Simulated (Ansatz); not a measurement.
# Zn under changes of volume

One of the cells (14.444 Å³/atom); the others are scaled copies at fixed shape and fractional positions:

```
CELL_PARAMETERS angstrom
2.26817 -1.30849 0.00000
2.26817 1.30849 0.00000
-1.59172 0.00000 7.30041
ATOMIC_POSITIONS crystal
Zn 0.77802 0.77802 0.33450
Zn 0.22198 0.22198 0.66550
Zn 0.00000 0.00000 0.00000
```

This isn't the form of Zn at room conditions, which is hcp.

```yaml
Program: Ansatz 0.2.0
Functional: r2SCAN
Potentials_or_basis: Ansatz PAW
Cutoff: "500 eV (not typed: the program's choice for these potentials)"
k_mesh: 12 × 12 × 4
Occupations: fermi-dirac, width 0.05 eV
Spin: no spin polarisation
```

```csv
volume (Å³/atom),energy over the lowest point (meV/atom),pressure (GPa),largest force (eV/Å)
13.578,15.66,6.3,0.013
13.867,6.49,3.9,0.010
14.156,1.42,1.8,0.007
14.444,0.00,-0.1,0.005
14.733,1.81,-1.8,0.004
15.022,6.47,-3.3,0.004
15.311,?,?,?
```

Task: What does the run at 15.311 Å³/atom give?

Result: Energy over the lowest point 13.62 meV/atom; pressure -4.6 GPa; largest force 0.005 eV/Å.

Worked out: A Birch-Murnaghan fit of order 3 (a polynomial in V^(-2/3)) to the other rows has its minimum at 14.42 Å³/atom with B0 = V·E''(V) = 90 GPa and B' = 5.0 at fixed shape and positions, which overstates the stiffness. It gives 13.68 meV/atom at 15.311 Å³/atom, against the run's 13.62, and -dE/dV = -4.6 GPa, against -4.6.

Energies are extrapolated to zero smearing.

Caveats: the PAW data sets come from PBE, with cores solved anew for the run's functional, which leaves a small shift of forces and pressure.
